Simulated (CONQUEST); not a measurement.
# PtSe2 (Sudovikovite) (P-3m1) in CONQUEST: a series of runs

Runs on PtSe2 (Sudovikovite). Level: PBE. Tasks: equation of state.

All numbers are computed with CONQUEST 1.3; they aren't measurements. Logs are shortened: lines on timing, memory, paths and dates and some standing lists are left out, and cuts for length are marked.

## Step 1: The crystal as given

Symmetry: P-3m1, No. 164, trigonal system. Conventional cell: a = 3.724 Å, b = 3.724 Å, c = 5.062 Å, α = 90.00°, β = 90.00°, γ = 120.00°. Pt (site symmetry -3m) is surrounded by 6 Se at 2.49 Å. Se (site symmetry 3m) is surrounded by 3 Pt at 2.49 Å.

## Step 2: Equation of state, PBE, 19.05 Å³/atom (volume scaled by 0.94)

Input file Conquest_input:

```
IO.Title PtSe2
IO.Coordinates coords.dat
IO.FractionalAtomicCoords T
IO.Iprint 2
IO.Iprint_init 1
General.NumberOfSpecies 2
General.PseudopotentialType hamann
AtomMove.TypeOfRun static
AtomMove.FullStress T
Grid.PointsAlongX 36
Grid.PointsAlongY 48
Grid.PointsAlongZ 64
DM.SolutionMethod diagon
Diag.MPMesh T
Diag.GammaCentred T
Diag.MPMeshX 7
Diag.MPMeshY 5
Diag.MPMeshZ 4
Diag.kT 0.00183747
minE.SCTolerance 1e-6
SC.MaxIters 100
IO.AtomChargeOutput T
%block ChemicalSpeciesLabel
1 195.080 Pt
2 78.960 Se
%endblock
```

Input file coords.dat:

```
    6.8936805927     0.0000000000     0.0000000000
    0.0000000000     9.3705185713     0.0000000000
    0.0000000000     0.0000000000    11.9402050368
6
  0.0000000000   0.0000000000   0.0000000000 1 T T T
  0.5000000000   0.0000000000   0.5000000000 1 T T T
  0.0000000000   0.7500000000   0.3333333330 2 T T T
  0.5000000000   0.7500000000   0.8333333330 2 T T T
  0.0000000000   0.2500000000   0.6666666670 2 T T T
  0.5000000000   0.2500000000   0.1666666670 2 T T T
```

Potentials or basis: PseudoDojo NC PBE, SZP, grid of 36 × 48 × 64 points.

Run with:

```sh
> Conquest
```

Standard output:

```text
Simulation cell dimensions:     6.8937 a0 x     9.3705 a0 x    11.9402 a0

      Atomic coordinates (a0)
         Atom         X         Y         Z  Species
            1    0.0000    0.0000    0.0000        1
            2    3.4468    0.0000    5.9701        1
            3    0.0000    7.0279    3.9801        2
            4    3.4468    7.0279    9.9502        2
            5    0.0000    2.3426    7.9601        2
            6    3.4468    2.3426    1.9900        2

         Monkhorst-Pack mesh:   7 x   5 x   4 gamma-centred
        This calculation includes non-local pseudopotentials,
         with a maximum core radius of      7.29280361

    Job title: PtSe2
    Job to be run: static calculation

[... 5 lines left out ...]
      Using Fermi-Dirac smearing

    Integration grid size:     36 x   48 x   64

    Integration grid spacing:  0.191 a0 x 0.195 a0 x 0.187 a0

    Number of species:  2
    --------------------------------------------------------
    |   #  mass (au)  Charge (e)  SF Rad (a0)  NSF  Label  |
    --------------------------------------------------------
    |   1    195.080      18.000        7.614   13  Pt     |
    |   2     78.960      16.000        6.637   14  Se     |
    --------------------------------------------------------
          SCF tolerance:                 0.00000100
          SCF iterations:               100

    The functional used will be GGA PBE96

           radial cut-off to be used is taken to be max PAO cut-off radius for this species:    7.292804

           greatest ang. mom. for making density from PAOs:  2

           radial cut-off to be used is taken to be max PAO cut-off radius for this species:    6.366323

           greatest ang. mom. for making density from PAOs:  2
    Minimum blocs/proc is     1728. Maximum blocs/proc is     1728
    set_atom_dens: In set_atomic_density, electrons :     100.000000000000
 matrix_size & matrix_size_padH =           82          82

    Screened ion int: energy:    -571.515566503495 Ha

    new_SC_potl: Starting.  Tolerance:  0.10000E-05

    PulayMixSC: Starting Pulay mixing, A_up =  0.500 A_dn =  0.500
    PulayMixSC: Spin non-polarised calculation.
          Harris-Foulkes Energy            :      -746.112899203514303 Ha
          GroundState Energy (E-(1/2)TS)   :      -746.112903886030495 Ha
          Free Energy (E-TS)               :      -746.112908568546572 Ha
          DFT Total Energy                 :      -745.863772585783295 Ha
          Total number of electrons        :        99.999999999996547
    PulayMixSC: Pulay iteration     1 residual:              0.24626E-02
          Harris-Foulkes Energy            :      -746.116560488539221 Ha
          GroundState Energy (E-(1/2)TS)   :      -746.116817458566175 Ha
          Free Energy (E-TS)               :      -746.117074428593014 Ha
          DFT Total Energy                 :      -745.834671184313947 Ha
          Total number of electrons        :       100.000034559130171
    PulayMixSC: Pulay iteration     2 residual:              0.15620E-02
          Harris-Foulkes Energy            :      -746.052510898987748 Ha
          GroundState Energy (E-(1/2)TS)   :      -746.052590986983432 Ha
          Free Energy (E-TS)               :      -746.052671074979116 Ha
          DFT Total Energy                 :      -746.022120115484086 Ha
          Total number of electrons        :       100.000046012504029
    PulayMixSC: Pulay iteration     3 residual:              0.82677E-03
          Harris-Foulkes Energy            :      -746.044541139947569 Ha
          GroundState Energy (E-(1/2)TS)   :      -746.044742821464638 Ha
          Free Energy (E-TS)               :      -746.044944502981707 Ha
          DFT Total Energy                 :      -746.044353329076330 Ha
          Total number of electrons        :       100.000067251201500
    PulayMixSC: Pulay iteration     4 residual:              0.49864E-04
          Harris-Foulkes Energy            :      -746.044499210448635 Ha
          GroundState Energy (E-(1/2)TS)   :      -746.044692473413079 Ha
          Free Energy (E-TS)               :      -746.044885736377410 Ha
          DFT Total Energy                 :      -746.044488251069197 Ha
          Total number of electrons        :       100.000067395437682
    PulayMixSC: Pulay iteration     5 residual:              0.14915E-04
          Harris-Foulkes Energy            :      -746.044490202998531 Ha
          GroundState Energy (E-(1/2)TS)   :      -746.044685744076446 Ha
          Free Energy (E-TS)               :      -746.044881285154247 Ha
          DFT Total Energy                 :      -746.044490010851405 Ha
          Total number of electrons        :       100.000069522726619
    PulayMixSC: Pulay iteration     6 residual:              0.16724E-05
          Harris-Foulkes Energy            :      -746.044491030672361 Ha
          GroundState Energy (E-(1/2)TS)   :      -746.044686192289305 Ha
          Free Energy (E-TS)               :      -746.044881353906248 Ha
          DFT Total Energy                 :      -746.044490985918742 Ha
          Total number of electrons        :       100.000069567931362
    PulayMixSC: Pulay iteration     7 residual:              0.77011E-06
    PulayMixSC: Reached SCF tolerance of  0.77011E-06 after      7 iterations
      | Number of electrons      =       100.000070
      |* band energy as 2Tr[K.H] =      -135.584178658344683 Ha
      |  screened ion-ion energy =      -571.515566503495279 Ha
      |  Ha correction           =         3.286007513321280 Ha
      |  XC correction           =       -42.230810392053336 Ha
      | GS Energy as E-(1/2)TS   =      -746.044686192289305 Ha
      | Free Energy as E-TS      =      -746.044881353906248 Ha
      |* Harris-Foulkes energy   =      -746.044491030672361 Ha
      |* DFT total energy        =      -746.044490985918742 Ha
      |  estimated accuracy      =        -0.000000044753619 Ha

    force: Forces on atoms (Ha/a0)
    force:  Atom   X              Y              Z
    force:     1  -0.0000000000   0.0000000000  -0.0000000000
    force:     2  -0.0000000000   0.0000000000   0.0000000000
    force:     3   0.0000000000  -0.0495026715  -0.0001754135
    force:     4  -0.0000000000  -0.0495026715  -0.0001754135
    force:     5   0.0000000000   0.0495026715   0.0001754135
    force:     6  -0.0000000000   0.0495026715   0.0001754135

    force: Maximum force :        0.04950267(Ha/a0) on atom         3 in y direction
    force: Force Residual:        0.04041902 Ha/a0
    force: Total stress:        -27.69133633     0.00000000     0.00000000 GPa
                             0.00000000   -20.37476453     0.01215812
                             0.00000000     0.01215812   -26.85001793
    force: Average pressure:     24.97203960 GPa

    force: Finished force
    get_E_and_F: Change in energy during last step of electronic optimisation: -0.82767E-06

    BIBLIOGRAPHY: Please consider citing the following references in the conquest.bib file

    CONQUEST:         Bowler2002pt, Miyazaki2004, Nakata2020
    Basis:            Bowler2019
    DM:               Bowler:2006xr
    Pseudopotentials: Hamann2013, Bowler2019
    XC functional:    Perdew1996
```

Wall time 50 s (1 thread of Intel Xeon Platinum 8375C at 2.90GHz (Ice Lake), shared host); peak memory 0.69 GiB.

Results:

| Property | Result |
| --- | --- |
| Free energy | -20300.9154 eV |
| Pressure | 25.0 GPa |
| Largest force | 2.546 eV/Å |
| Band gap on the k mesh | none (metal or under the smearing width) |
| Mulliken charges | Pt +0.16; Se -0.08 e |

Caveat: the atomic basis is small; Mulliken charges move with the basis; the basis of atomic orbitals isn't converged, which shifts pressures, moduli and gaps; forces of over 1 eV/Å show positions far from the minimum, so gaps and moduli don't describe the material at rest.

## Step 3: Equation of state, PBE, 19.45 Å³/atom (volume scaled by 0.96)

Conquest_input is that of step 2.

coords.dat: that of step 2 with these lines changed.

```diff
@@ -1,4 +1,4 @@
-    6.8936805927     0.0000000000     0.0000000000
-    0.0000000000     9.3705185713     0.0000000000
-    0.0000000000     0.0000000000    11.9402050368
+    6.9422292385     0.0000000000     0.0000000000
+    0.0000000000     9.4365103130     0.0000000000
+    0.0000000000     0.0000000000    12.0242937583
 6
```

Potentials or basis: PseudoDojo NC PBE, SZP, grid of 36 × 48 × 64 points.

Run with:

```sh
> Conquest
```

It took 50 s on 1 thread of Intel Xeon Platinum 8375C at 2.90GHz (Ice Lake), shared host; peak memory 0.69 GiB.

The run converged. Its results:

| Property | Result |
| --- | --- |
| Free energy | -20301.2570 eV |
| Pressure | 20.1 GPa |
| Largest force | 2.174 eV/Å |
| Band gap on the k mesh | none (metal or under the smearing width) |
| Mulliken charges | Pt +0.15; Se -0.08 e |

Caveat: the atomic basis is small; Mulliken charges move with the basis; the basis of atomic orbitals isn't converged, which shifts pressures, moduli and gaps; forces of over 1 eV/Å show positions far from the minimum, so gaps and moduli don't describe the material at rest.

## Step 4: Equation of state, PBE, 19.86 Å³/atom (volume scaled by 0.98)

Conquest_input is that of step 3.

coords.dat: that of step 3 with these lines changed.

```diff
@@ -1,4 +1,4 @@
-    6.9422292385     0.0000000000     0.0000000000
-    0.0000000000     9.4365103130     0.0000000000
-    0.0000000000     0.0000000000    12.0242937583
+    6.9901081945     0.0000000000     0.0000000000
+    0.0000000000     9.5015917511     0.0000000000
+    0.0000000000     0.0000000000    12.1072225426
 6
```

Run with:

```sh
> Conquest
```

Wall time 46 s (1 thread of Intel Xeon Platinum 8375C at 2.90GHz (Ice Lake), shared host); peak memory 0.67 GiB.

The run converged. Its results:

| Item | Value |
| --- | --- |
| Free energy | -20301.5329 eV |
| Pressure | 16.2 GPa |
| Largest force | 1.833 eV/Å |
| Band gap on the k mesh | none (metal or under the smearing width) |
| Mulliken charges | Pt +0.14; Se -0.07 e |

Caveat: the atomic basis is small; Mulliken charges move with the basis; the basis of atomic orbitals isn't converged, which shifts pressures, moduli and gaps; forces of over 1 eV/Å show positions far from the minimum, so gaps and moduli don't describe the material at rest.

## Step 5: Equation of state, PBE, 20.27 Å³/atom

Conquest_input is that of step 4.

coords.dat: that of step 4 with these lines changed.

```diff
@@ -1,4 +1,4 @@
-    6.9901081945     0.0000000000     0.0000000000
-    0.0000000000     9.5015917511     0.0000000000
-    0.0000000000     0.0000000000    12.1072225426
+    7.0373400881     0.0000000000     0.0000000000
+    0.0000000000     9.5657936429     0.0000000000
+    0.0000000000     0.0000000000    12.1890305820
 6
```

Run with:

```sh
> Conquest
```

Run time: 46 s. Hardware: 1 thread of Intel Xeon Platinum 8375C at 2.90GHz (Ice Lake), shared host; peak memory 0.64 GiB.

The run converged. Its results:

```
Free energy            : -20301.7529 eV
Pressure               : 13.0 GPa
Largest force          : 1.520 eV/Å
Band gap on the k mesh : none (metal or under the smearing width)
Mulliken charges       : Pt +0.13; Se -0.06 e
```

Caveat: the atomic basis is small; Mulliken charges move with the basis; the basis of atomic orbitals isn't converged, which shifts pressures, moduli and gaps; forces of over 1 eV/Å show positions far from the minimum, so gaps and moduli don't describe the material at rest.

## Step 6: Equation of state, PBE, 20.67 Å³/atom (volume scaled by 1.02)

Conquest_input is that of step 5.

coords.dat: that of step 5 with these lines changed.

```diff
@@ -1,4 +1,4 @@
-    7.0373400881     0.0000000000     0.0000000000
-    0.0000000000     9.5657936429     0.0000000000
-    0.0000000000     0.0000000000    12.1890305820
+    7.0839463476     0.0000000000     0.0000000000
+    0.0000000000     9.6291451159     0.0000000000
+    0.0000000000     0.0000000000    12.2697549914
 6
```

Potentials or basis: PseudoDojo NC PBE, SZP, grid of 36 × 48 × 64 points.

Run with:

```sh
> Conquest
```

Run time: 60 s. Hardware: 1 thread of Intel Xeon Platinum 8375C at 2.90GHz (Ice Lake), shared host; peak memory 0.64 GiB.

Results (log left out):

```yaml
Free_energy: -20301.9277 eV
Pressure: 10.1 GPa
Largest_force: 1.225 eV/Å
Band_gap_on_the_k_mesh: none (metal or under the smearing width)
Mulliken_charges: Pt +0.12; Se -0.06 e
```

Caveat: the atomic basis is small; Mulliken charges move with the basis; the basis of atomic orbitals isn't converged, which shifts pressures, moduli and gaps; forces of over 1 eV/Å show positions far from the minimum, so gaps and moduli don't describe the material at rest.

## Step 7: Equation of state, PBE, 21.08 Å³/atom (volume scaled by 1.04)

Conquest_input is that of step 6.

coords.dat: that of step 6 with these lines changed.

```diff
@@ -1,4 +1,4 @@
-    7.0839463476     0.0000000000     0.0000000000
-    0.0000000000     9.6291451159     0.0000000000
-    0.0000000000     0.0000000000    12.2697549914
+    7.1299472881     0.0000000000     0.0000000000
+    0.0000000000     9.6916737842     0.0000000000
+    0.0000000000     0.0000000000    12.3494309576
 6
```

Run with:

```sh
> Conquest
```

Wall time 50 s (1 thread of Intel Xeon Platinum 8375C at 2.90GHz (Ice Lake), shared host); peak memory 0.64 GiB.

It converged, with:

```
Free energy            : -20302.0571 eV
Pressure               : 7.0 GPa
Largest force          : 0.956 eV/Å
Band gap on the k mesh : none (metal or under the smearing width)
Mulliken charges       : Pt +0.10; Se -0.05 e
```

Caveat: the atomic basis is small; Mulliken charges move with the basis; the basis of atomic orbitals isn't converged, which shifts pressures, moduli and gaps.

## Step 8: Equation of state, PBE, 21.48 Å³/atom (volume scaled by 1.06)

Conquest_input is that of step 7.

coords.dat: that of step 7 with these lines changed.

```diff
@@ -1,4 +1,4 @@
-    7.1299472881     0.0000000000     0.0000000000
-    0.0000000000     9.6916737842     0.0000000000
-    0.0000000000     0.0000000000    12.3494309576
+    7.1753621896     0.0000000000     0.0000000000
+    0.0000000000     9.7534058549     0.0000000000
+    0.0000000000     0.0000000000    12.4280918743
 6
```

Run with:

```sh
> Conquest
```

Wall time 49 s (1 thread of Intel Xeon Platinum 8375C at 2.90GHz (Ice Lake), shared host); peak memory 0.62 GiB.

It converged, with:

```
Free energy            : -20302.1429 eV
Pressure               : 4.3 GPa
Largest force          : 0.709 eV/Å
Band gap on the k mesh : none (metal or under the smearing width)
Mulliken charges       : Pt +0.10; Se -0.05 e
```

Caveat: the atomic basis is small; Mulliken charges move with the basis; the basis of atomic orbitals isn't converged, which shifts pressures, moduli and gaps.

## Step 9: Equation of state, PBE

Potentials or basis: PseudoDojo NC PBE, SZP, grid of 36 × 48 × 64 points.

No new run: the results of the series are fitted here.

What came out:

- Equilibrium volume: 22.38 Å³/atom (rough: see the caveat)
- Bulk modulus at fixed shape and positions: 102 GPa (rough)

Energy against volume, from the lowest point:
| volume (Å³/atom) | energy (meV/atom) |
| --- | --- |
| 19.049 | 204.59 |
| 19.455 | 147.66 |
| 19.860 | 101.67 |
| 20.265 | 65.01 |
| 20.671 | 35.88 |
| 21.076 | 14.31 |
| 21.481 | 0.00 |

Caveat: the minimum lies outside the volumes run; the atomic basis is small; the cell was scaled at fixed shape and fractional positions, which overstates the stiffness of a crystal with free parameters, most of all of layers and chains; the basis of atomic orbitals isn't converged, which shifts pressures, moduli and gaps.
